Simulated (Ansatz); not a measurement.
A plane-wave DFT run in Ansatz 0.2.0 (scalar-relativistic PAW potentials unless the input names others): input and command.

```yaml
crystal:
  lattice:
    - [-3.1776459574, 3.1776459574, 2.5147333888]
    - [3.1776459574, -3.1776459574, 2.5147333888]
    - [3.1776459574, 3.1776459574, -2.5147333888]
  atoms:
    - { symbol: Hf, position: [0.8435490835, 0.6564509165, 0.5] }
    - { symbol: Hf, position: [0.3435490835, 0.8435490835, 0.187098167] }
    - { symbol: Hf, position: [0.1564509165, 0.3435490835, 0.5] }
    - { symbol: Hf, position: [0.6564509165, 0.1564509165, 0.812901833] }
    - { symbol: Si, position: [0.75, 0.75, 0.0] }
    - { symbol: Si, position: [0.25, 0.25, 0.0] }
basis:
  ecutwfc: 420
  precision: f64
kpoints:
  mp_grid: { grid: [10, 10, 10] }
hamiltonian:
  xc: pbesol
scf:
  occupations: { method: gaussian, width: 0.1 }
  eigensolver: { kind: davidson }
output:
  forces: true
  eigenvalues: true
  stress: true
```

```bash
ansatz run input.yaml --threads 1 --pin off --max-ram 2560MiB --backend cpu --events-out ev --progress --plain --runs-dir out
```

Abridged log:
```
Pseudopotentials: kind: paw
Pseudopotential: Hf, paw, valence charge 26, recommended cutoff 420 eV (normal)
Pseudopotential: Si, paw, valence charge 4, recommended cutoff 420 eV (normal)
Functional definition: PBEsol
Crystal: 6 atoms, lattice volume = 101.569 Å³
Basis set: ecut = 420 eV, 2009 PW (Γ), exchange–correlation on 72×72×72 points (8 copies of the dense FFT grid, shifted against one another)
Bands: 68, of which v1, the nominal top of the filled ones, is band 56 counted from 1 (55 counted from 0)
Symmetry: 16 space group operations
Space group: I4/mcm (ITA 140), of the structure as read, at distance tolerance 4.7e-5 Å
k-points: 102 of 1000
Initial density: superposition of atomic densities (neutral atoms: chi_scale 0, normalization atom), corrected by the library's trained network
Initial wavefunctions: pseudopotential atomic-orbital guess
Functional: x = pbesol(κ = 0.804, μ = 0.12345679), c = pbesol(β = 0.046)
SCF iter   1: F=—  HF=-63639.611607 eV  |F-HF|=—  |Δ(HF+E_count)|=         —  Δρ=4.46e-3  dr2=1.89e-2  ethr=1.77e-3  ⟨swp⟩=5.8  Hψ=26428  notcnv=0
SCF iter   2: F=—  HF=-63639.610829 eV  |F-HF|=—  |Δ(HF+E_count)|=   7.78e-4  Δρ=2.60e-3  dr2=6.74e-3  ethr=1.69e-5  ⟨swp⟩=3.0  Hψ=14775  notcnv=0
SCF iter   3: F=—  HF=-63639.610505 eV  |F-HF|=—  |Δ(HF+E_count)|=   3.24e-4  Δρ=7.73e-4  dr2=7.48e-4  ethr=6.02e-6  ⟨swp⟩=3.3  Hψ=16656  notcnv=0
SCF iter   4: F=—  HF=-63639.609720 eV  |F-HF|=—  |Δ(HF+E_count)|=   7.85e-4  Δρ=4.13e-4  dr2=1.44e-4  ethr=6.68e-7  ⟨swp⟩=4.0  Hψ=21646  notcnv=0
SCF iter   5: F=—  HF=-63639.609693 eV  |F-HF|=—  |Δ(HF+E_count)|=   2.69e-5  Δρ=2.12e-4  dr2=2.93e-5  ethr=1.29e-7  ⟨swp⟩=3.0  Hψ=15485  notcnv=0
SCF iter   6: F=—  HF=-63639.609704 eV  |F-HF|=—  |Δ(HF+E_count)|=   1.10e-5  Δρ=4.19e-5  dr2=1.48e-6  ethr=1.36e-9  ⟨swp⟩=4.0  Hψ=31075  notcnv=0
SCF iter   7: F=—  HF=-63639.609704 eV  |F-HF|=—  |Δ(HF+E_count)|=   2.91e-7  Δρ=6.90e-6  dr2=4.36e-8  ethr=1.32e-9  ⟨swp⟩=3.0  Hψ=15235  notcnv=0
SCF iter   8: F=-63639.609704 eV  HF=-63639.609704 eV  |F-HF|=5.94e-9  |Δ(HF+E_count)|=   2.84e-9  Δρ=3.10e-6  dr2=7.77e-9  ethr=3.89e-11  ⟨swp⟩=4.2  Hψ=21703  notcnv=0
SCF 1 converged in 8 iterations: F = -63639.609704 eV  dr2 = 7.77e-9
  Residual-converged pass: ⟨swp⟩=2.2  Hψ=12559  notcnv=0  max |occ|·‖R‖ = 6.7e-6 eV (tolerance 6.7e-6 eV) dr2=7.67e-9  dr2_onsite=2.60e-9  max |Δocc| = 7.9e-9
SCF converged after 8 iterations
Free energy (F): -63639.609704 eV
Harris-Foulkes:  -63639.609704 eV  (|F-HF|=5.94e-9)
Internal energy: -63639.597969 eV  (E = F + TS)
E sigma→0 (E₀):  -63639.603837 eV
Entropy (-TS):   -0.011735 eV (-1.956 meV/atom)
Fermi energy:    20.018034 eV
--- Forces (eV/Å), atoms counted from 1 ---
  atom   1  Hf    -0.00565437     0.00565437     0.00000000
  atom   2  Hf     0.00565437     0.00565437     0.00000000
  atom   3  Hf     0.00565437    -0.00565437     0.00000000
  atom   4  Hf    -0.00565437    -0.00565437     0.00000000
  atom   5  Si     0.00000000     0.00000000     0.00000000
  atom   6  Si     0.00000000     0.00000000     0.00000000
--- Stress (GPa, compression-positive) ---
       11.978028       0.000000       0.000000
        0.000000      11.978028       0.000000
        0.000000       0.000000      12.034235
  P = ⅓ Tr σ = 11.9968 GPa (119.968 kbar)
```

Apart from outputs, empty bands and the relaxation, which only the reference makes, the input differs from a reference run on usual settings in scf.eigensolver.kind: not typed → "davidson"; basis.precision: not typed → "f64". The reference, at the same geometry, ended its own course with pressure 12.00 GPa, largest force 0.008 eV/Å, no gap on the mesh. This run converged in 8 SCF iterations with an energy at zero smearing within 0.01 meV/atom of the reference's, pressure 12.00 GPa, largest force 0.008 eV/Å, no gap on the mesh.

Time: 53 s on 1 thread of AMD EPYC 7R43 64-Core Processor (Zen 3) (shared host), peak memory 0.7 GiB.